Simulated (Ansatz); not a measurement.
Born–Oppenheimer molecular dynamics of a periodic cell of 19 atoms, C18O (surface graphene monolayer, adsorbate O). It starts from a relaxed structure.

These are results of DFT PBEsol, scalar-relativistic, plane waves, PAW in Ansatz 0.2.0, not measurements. Settings: cutoff 420 eV, k mesh 2x2x1, fermi-dirac smearing 0.05 eV, spin collinear.

```json
{
 "ensemble": "NVE (velocity Verlet)",
 "time step": "1 fs",
 "steps asked": "90",
 "starting velocities drawn for": "2400 K",
 "seed": "66396"
}
```

Frames 2 fs apart, positions in Å, forces in eV/Å.

Velocities at 40.0 fs (Å/ps):

```
C 7.82 -3.14 0.87
C 5.34 3.77 6.75
C -8.65 -9.93 4.20
C 11.09 9.96 -2.75
C 4.39 3.75 -2.94
C -6.51 -11.36 9.63
C -4.44 0.03 -12.14
C 14.59 22.65 15.23
C 4.00 -7.30 -12.43
C -8.99 -5.03 14.99
C 13.23 -0.56 18.53
C -12.40 0.81 10.58
C 4.58 -0.01 -14.59
C 5.18 -3.45 0.14
C 7.79 4.84 -1.98
C -5.06 -4.60 -10.87
C -7.95 3.50 -4.37
C -5.52 12.88 -9.25
O -13.87 -12.62 -7.22
```

```xyz
19
Lattice="7.3980 0.0000 0.0000 -3.6990 6.4069 0.0000 0.0000 0.0000 11.0000" Properties=species:S:1:pos:R:3:forces:R:3 time_fs=40.0 energy_less_start_eV=2.629 T=1282
C -0.036 -0.030 0.908 3.93 -1.96 0.10
C 1.258 0.629 0.841 -0.70 3.47 1.03
C -1.221 2.067 0.729 -1.28 2.45 2.36
C -0.017 2.789 0.892 -1.12 2.35 -0.11
C -2.551 4.319 0.907 -0.13 -4.45 1.08
C -1.317 4.919 1.005 5.27 2.86 0.18
C 2.523 0.032 0.994 -0.80 -1.95 -0.71
C 3.732 0.798 0.995 -2.87 -1.28 0.77
C 1.185 2.115 0.921 1.57 -2.12 -0.38
C 2.348 2.920 1.000 2.71 -3.61 0.08
C -0.008 4.241 1.100 -3.21 -0.50 -0.52
C 1.256 4.985 1.288 -4.43 2.46 1.21
C 4.973 0.101 1.212 0.50 -1.65 0.86
C 6.259 0.670 0.933 -3.78 3.68 -1.61
C 3.644 2.190 1.075 -0.48 0.69 -1.13
C 4.902 2.840 1.016 0.73 1.12 -1.87
C 2.386 4.299 1.017 2.34 -2.13 -0.26
C 3.573 4.943 0.989 3.10 1.66 -0.61
O 1.424 5.874 2.512 -1.34 -1.09 -0.48
19
Lattice="7.3980 0.0000 0.0000 -3.6990 6.4069 0.0000 0.0000 0.0000 11.0000" Properties=species:S:1:pos:R:3:forces:R:3 time_fs=42.0 energy_less_start_eV=2.651 T=1272
C -0.015 -0.039 0.910 3.02 -0.82 0.04
C 1.268 0.641 0.856 -0.96 2.38 0.50
C -1.240 2.052 0.741 -0.06 3.28 1.95
C 0.003 2.812 0.886 -1.80 1.17 -0.02
C -2.543 4.319 0.903 -1.03 -4.52 0.95
C -1.321 4.901 1.025 5.50 4.08 0.00
C 2.514 0.029 0.969 0.50 -1.81 0.16
C 3.756 0.841 1.026 -3.72 -3.36 0.05
C 1.196 2.097 0.896 0.82 -0.97 0.26
C 2.335 2.905 1.030 3.39 -1.74 -0.57
C 0.013 4.238 1.136 -4.42 -1.33 -1.05
C 1.225 4.991 1.311 -2.22 1.91 0.72
C 4.982 0.098 1.185 -0.16 -1.23 1.40
C 6.263 0.669 0.931 -3.30 3.50 -1.48
C 3.658 2.201 1.069 -1.32 0.59 -0.74
C 4.893 2.833 0.991 1.59 1.84 -1.49
C 2.374 4.303 1.008 1.83 -2.50 0.03
C 3.567 4.970 0.969 3.36 0.10 -0.46
O 1.395 5.848 2.497 -1.02 -0.56 -0.23
19
Lattice="7.3980 0.0000 0.0000 -3.6990 6.4069 0.0000 0.0000 0.0000 11.0000" Properties=species:S:1:pos:R:3:forces:R:3 time_fs=44.0 energy_less_start_eV=2.648 T=1272
C 0.016 -0.050 0.912 1.02 1.52 -0.07
C 1.274 0.661 0.873 -0.99 0.62 -0.04
C -1.259 2.047 0.760 1.05 3.78 1.46
C 0.017 2.839 0.881 -1.91 -0.49 0.06
C -2.538 4.305 0.902 -0.70 -3.50 0.78
C -1.308 4.896 1.044 4.22 4.13 -0.29
C 2.506 0.020 0.944 1.45 -1.36 1.07
C 3.768 0.872 1.058 -3.81 -5.04 -0.59
C 1.208 2.077 0.872 -0.17 0.82 0.86
C 2.332 2.884 1.058 3.70 -0.02 -1.21
C 0.019 4.232 1.169 -5.06 -1.45 -1.51
C 1.187 5.002 1.336 0.47 0.68 -0.22
C 4.991 0.092 1.162 -1.14 -0.49 1.68
C 6.257 0.679 0.924 -1.67 2.30 -1.25
C 3.668 2.213 1.061 -1.87 0.33 -0.43
C 4.889 2.832 0.962 1.89 2.27 -1.00
C 2.368 4.298 0.999 1.13 -2.06 0.49
C 3.571 4.998 0.948 3.03 -2.18 -0.20
O 1.363 5.820 2.482 -0.64 0.15 0.42
19
Lattice="7.3980 0.0000 0.0000 -3.6990 6.4069 0.0000 0.0000 0.0000 11.0000" Properties=species:S:1:pos:R:3:forces:R:3 time_fs=46.0 energy_less_start_eV=2.813 T=1201
C 0.051 -0.057 0.914 -1.16 3.70 -0.18
C 1.277 0.684 0.889 -0.56 -1.44 -0.49
C -1.274 2.054 0.782 1.97 4.03 0.85
C 0.025 2.865 0.875 -1.92 -2.35 0.11
C -2.535 4.280 0.903 0.38 -1.54 0.58
C -1.282 4.905 1.063 1.95 3.20 -0.66
C 2.502 0.007 0.923 1.90 -0.51 1.87
C 3.768 0.888 1.087 -3.47 -5.71 -1.18
C 1.221 2.059 0.850 -0.87 2.88 1.37
C 2.341 2.863 1.082 3.43 1.14 -1.80
C 0.010 4.221 1.197 -4.71 -0.69 -1.72
C 1.150 5.016 1.361 2.47 -1.03 -1.52
C 4.997 0.084 1.144 -1.99 0.30 1.75
C 6.246 0.696 0.913 0.08 0.70 -0.88
C 3.673 2.227 1.052 -1.91 -0.38 -0.19
C 4.892 2.837 0.929 1.59 2.08 -0.40
C 2.365 4.287 0.991 0.81 -1.04 0.88
C 3.586 5.019 0.927 2.20 -4.40 0.12
O 1.330 5.793 2.467 -0.18 1.06 1.49
19
Lattice="7.3980 0.0000 0.0000 -3.6990 6.4069 0.0000 0.0000 0.0000 11.0000" Properties=species:S:1:pos:R:3:forces:R:3 time_fs=48.0 energy_less_start_eV=3.068 T=1093
C 0.082 -0.052 0.915 -2.91 4.13 -0.29
C 1.279 0.701 0.904 0.06 -2.93 -0.84
C -1.284 2.074 0.808 2.64 3.46 0.19
C 0.027 2.882 0.870 -1.87 -3.73 0.17
C -2.531 4.250 0.906 1.33 1.01 0.36
C -1.249 4.923 1.079 -0.56 1.89 -1.00
C 2.505 -0.007 0.908 1.91 0.48 2.49
C 3.757 0.885 1.113 -2.88 -5.08 -1.73
C 1.230 2.050 0.833 -1.12 4.38 1.78
C 2.361 2.846 1.100 2.40 1.95 -2.28
C -0.014 4.208 1.219 -3.18 0.48 -1.69
C 1.121 5.026 1.380 3.33 -2.85 -2.91
C 4.996 0.077 1.132 -2.36 0.89 1.69
C 6.235 0.716 0.899 1.09 -0.36 -0.44
C 3.671 2.239 1.042 -1.12 -1.63 -0.05
C 4.899 2.850 0.895 0.74 1.10 0.26
C 2.365 4.273 0.987 0.87 -0.06 1.08
C 3.607 5.026 0.905 1.32 -5.18 0.46
O 1.296 5.768 2.456 0.32 2.05 2.75
19
Lattice="7.3980 0.0000 0.0000 -3.6990 6.4069 0.0000 0.0000 0.0000 11.0000" Properties=species:S:1:pos:R:3:forces:R:3 time_fs=50.0 energy_less_start_eV=3.221 T=1028
C 0.103 -0.034 0.915 -4.20 2.70 -0.41
C 1.280 0.710 0.916 0.66 -2.99 -1.12
C -1.285 2.105 0.835 2.97 2.01 -0.46
C 0.023 2.888 0.865 -1.75 -4.13 0.35
C -2.523 4.223 0.910 1.70 3.62 0.13
C -1.218 4.948 1.092 -2.72 0.50 -1.23
C 2.513 -0.020 0.901 1.51 1.48 2.85
C 3.737 0.867 1.134 -2.07 -3.61 -2.24
C 1.237 2.055 0.821 -0.97 4.51 2.10
C 2.389 2.834 1.111 0.78 2.47 -2.58
C -0.049 4.197 1.236 -0.90 1.34 -1.60
C 1.103 5.027 1.390 3.41 -4.06 -3.83
C 4.988 0.073 1.125 -2.18 1.10 1.60
C 6.227 0.734 0.884 1.32 -0.72 0.04
C 3.666 2.246 1.032 0.25 -2.97 0.00
C 4.909 2.866 0.863 -0.26 -0.48 0.88
C 2.368 4.258 0.985 1.20 0.74 1.12
C 3.633 5.017 0.886 0.49 -4.22 0.80
O 1.264 5.748 2.452 0.75 2.72 3.60
19
Lattice="7.3980 0.0000 0.0000 -3.6990 6.4069 0.0000 0.0000 0.0000 11.0000" Properties=species:S:1:pos:R:3:forces:R:3 time_fs=52.0 energy_less_start_eV=3.196 T=1038
C 0.111 -0.007 0.914 -4.85 0.47 -0.54
C 1.284 0.709 0.925 1.03 -1.67 -1.34
C -1.276 2.142 0.859 2.72 -0.02 -1.06
C 0.014 2.881 0.862 -1.42 -3.29 0.70
C -2.509 4.208 0.915 1.54 5.46 -0.09
C -1.196 4.974 1.102 -4.18 -0.84 -1.30
C 2.527 -0.029 0.903 0.64 2.27 2.87
C 3.711 0.837 1.147 -0.97 -1.82 -2.59
C 1.240 2.074 0.816 -0.61 3.18 2.32
C 2.419 2.831 1.114 -0.99 2.66 -2.65
C -0.086 4.189 1.248 1.47 1.48 -1.61
C 1.095 5.015 1.389 3.21 -4.02 -3.70
C 4.973 0.072 1.123 -1.56 0.84 1.57
C 6.223 0.751 0.869 1.03 -0.68 0.53
C 3.661 2.244 1.021 1.61 -3.87 -0.04
C 4.918 2.880 0.832 -0.93 -1.98 1.39
C 2.375 4.246 0.988 1.63 1.33 1.01
C 3.660 4.995 0.869 -0.40 -2.22 1.14
O 1.232 5.735 2.457 1.01 2.72 3.38
19
Lattice="7.3980 0.0000 0.0000 -3.6990 6.4069 0.0000 0.0000 0.0000 11.0000" Properties=species:S:1:pos:R:3:forces:R:3 time_fs=54.0 energy_less_start_eV=3.034 T=1108
C 0.104 0.021 0.912 -4.66 -1.06 -0.63
C 1.291 0.703 0.929 0.83 0.12 -1.45
C -1.259 2.179 0.881 1.80 -1.89 -1.56
C 0.000 2.864 0.861 -0.74 -1.83 1.06
C -2.491 4.210 0.920 1.05 5.62 -0.37
C -1.187 4.998 1.107 -4.44 -2.48 -1.15
C 2.542 -0.030 0.914 -0.54 2.94 2.56
C 3.681 0.801 1.152 0.31 -0.43 -2.72
C 1.241 2.103 0.819 -0.27 1.10 2.39
C 2.447 2.836 1.108 -1.90 2.01 -2.46
C -0.118 4.187 1.254 3.06 1.57 -1.73
C 1.097 4.991 1.375 2.85 -2.78 -2.57
C 4.953 0.074 1.127 -0.69 0.16 1.63
C 6.223 0.765 0.855 0.64 -0.87 0.99
C 3.662 2.229 1.011 2.06 -3.49 -0.11
C 4.924 2.888 0.806 -1.10 -2.53 1.84
C 2.387 4.238 0.994 2.13 2.04 0.76
C 3.686 4.965 0.855 -1.58 -0.32 1.41
O 1.204 5.728 2.469 1.17 2.11 2.11
19
Lattice="7.3980 0.0000 0.0000 -3.6990 6.4069 0.0000 0.0000 0.0000 11.0000" Properties=species:S:1:pos:R:3:forces:R:3 time_fs=56.0 energy_less_start_eV=2.865 T=1177
C 0.082 0.045 0.907 -3.39 -1.87 -0.67
C 1.301 0.697 0.929 -0.09 1.63 -1.39
C -1.237 2.210 0.897 -0.01 -3.63 -1.87
C -0.017 2.841 0.863 0.57 0.24 1.37
C -2.469 4.230 0.923 0.36 3.92 -0.68
C -1.192 5.013 1.108 -3.69 -3.56 -0.90
C 2.556 -0.022 0.933 -2.27 2.50 2.01
C 3.652 0.763 1.148 2.04 1.08 -2.54
C 1.241 2.136 0.829 0.07 -0.97 2.25
C 2.468 2.848 1.095 -1.93 0.82 -2.14
C -0.141 4.189 1.256 3.84 1.50 -2.00
C 1.109 4.958 1.353 2.28 -0.85 -1.10
C 4.931 0.076 1.136 0.28 -0.76 1.72
C 6.224 0.776 0.845 0.05 -1.10 1.34
C 3.669 2.204 1.000 1.64 -2.18 -0.22
C 4.927 2.889 0.787 -0.81 -1.92 2.29
C 2.405 4.237 1.002 2.43 2.37 0.46
C 3.707 4.934 0.847 -2.67 1.47 1.57
O 1.178 5.726 2.486 1.31 1.31 0.50
19
Lattice="7.3980 0.0000 0.0000 -3.6990 6.4069 0.0000 0.0000 0.0000 11.0000" Properties=species:S:1:pos:R:3:forces:R:3 time_fs=58.0 energy_less_start_eV=2.968 T=1134
C 0.049 0.064 0.900 -1.24 -2.55 -0.63
C 1.310 0.697 0.924 -1.37 2.57 -1.17
C -1.214 2.229 0.908 -2.67 -5.21 -2.03
C -0.031 2.818 0.869 2.47 2.82 1.59
C -2.446 4.262 0.924 -0.62 1.13 -0.95
C -1.208 5.018 1.107 -2.35 -3.05 -0.66
C 2.562 -0.006 0.959 -4.67 0.39 1.34
C 3.630 0.730 1.136 4.32 3.21 -2.06
C 1.242 2.166 0.846 0.49 -2.53 1.88
C 2.483 2.862 1.074 -1.64 -0.26 -1.78
C -0.152 4.196 1.250 4.20 0.76 -2.28
C 1.128 4.922 1.328 1.52 1.14 0.17
C 4.909 0.076 1.150 1.25 -1.66 1.74
C 6.226 0.784 0.839 -0.92 -1.00 1.56
C 3.681 2.171 0.989 0.89 -0.82 -0.32
C 4.927 2.883 0.774 -0.13 -0.80 2.61
C 2.432 4.243 1.011 2.15 1.78 0.19
C 3.720 4.909 0.843 -3.10 3.40 1.59
O 1.155 5.727 2.505 1.44 0.67 -0.80
19
Lattice="7.3980 0.0000 0.0000 -3.6990 6.4069 0.0000 0.0000 0.0000 11.0000" Properties=species:S:1:pos:R:3:forces:R:3 time_fs=60.0 energy_less_start_eV=3.158 T=1056
C 0.012 0.075 0.891 0.97 -2.88 -0.51
C 1.315 0.704 0.916 -2.54 2.89 -0.80
C -1.200 2.232 0.912 -4.49 -5.60 -2.00
C -0.038 2.805 0.881 3.63 4.50 1.62
C -2.425 4.298 0.922 -2.16 -1.78 -1.15
C -1.232 5.013 1.104 -0.20 -1.61 -0.33
C 2.553 0.011 0.989 -6.02 -1.56 0.79
C 3.621 0.706 1.118 5.49 4.34 -1.63
C 1.244 2.188 0.870 0.81 -3.36 1.35
C 2.493 2.875 1.048 -1.00 -1.34 -1.32
C -0.149 4.206 1.237 3.94 0.07 -2.39
C 1.152 4.890 1.303 0.72 2.79 1.03
C 4.892 0.070 1.170 2.07 -2.30 1.64
C 6.225 0.789 0.838 -1.89 -1.02 1.67
C 3.696 2.136 0.976 -0.05 0.82 -0.45
C 4.927 2.874 0.770 0.57 0.15 2.69
C 2.465 4.254 1.021 1.29 0.74 -0.05
C 3.722 4.893 0.844 -2.68 4.86 1.47
O 1.136 5.730 2.521 1.54 0.29 -1.62
19
Lattice="7.3980 0.0000 0.0000 -3.6990 6.4069 0.0000 0.0000 0.0000 11.0000" Properties=species:S:1:pos:R:3:forces:R:3 time_fs=62.0 energy_less_start_eV=2.964 T=1139
C -0.021 0.076 0.880 2.60 -2.79 -0.36
C 1.311 0.721 0.905 -3.25 2.49 -0.34
C -1.200 2.218 0.909 -4.12 -4.27 -1.81
C -0.033 2.805 0.897 2.90 4.52 1.46
C -2.411 4.328 0.916 -3.95 -4.19 -1.24
C -1.257 5.002 1.099 2.28 0.12 0.06
C 2.525 0.024 1.021 -4.77 -1.91 0.42
C 3.630 0.696 1.094 4.06 3.52 -1.32
C 1.248 2.199 0.897 0.94 -3.32 0.72
C 2.500 2.884 1.018 -0.28 -2.14 -0.77
C -0.134 4.215 1.217 3.19 -0.41 -2.27
C 1.178 4.867 1.281 0.08 3.89 1.51
C 4.881 0.057 1.195 2.63 -2.50 1.36
C 6.217 0.790 0.843 -2.51 -1.38 1.69
C 3.712 2.103 0.962 -0.80 2.45 -0.62
C 4.928 2.866 0.775 1.00 0.67 2.48
C 2.502 4.268 1.032 -0.23 -0.56 -0.21
C 3.716 4.894 0.850 -1.37 5.76 1.20
O 1.120 5.734 2.534 1.60 0.06 -1.96
```

Of the whole run (90 fs, mean temperature of the second half 1192 K): The conserved energy stayed within 2.2 meV per atom of its start (net change 1.5 meV per atom), so the integration is sound. The temperature averaged 0.50 of the 2400 K drawn at the start: a run that starts near a minimum puts about half its kinetic energy into the potential. A run of 0.09 ps of so small a system gives no equilibrium averages. Limits of this set-up: coarse k mesh, slab without dipole correction.

Time of the run: 11 min on 1 thread of Arm Neoverse V1, on a shared host, peak memory 0.77 GiB.
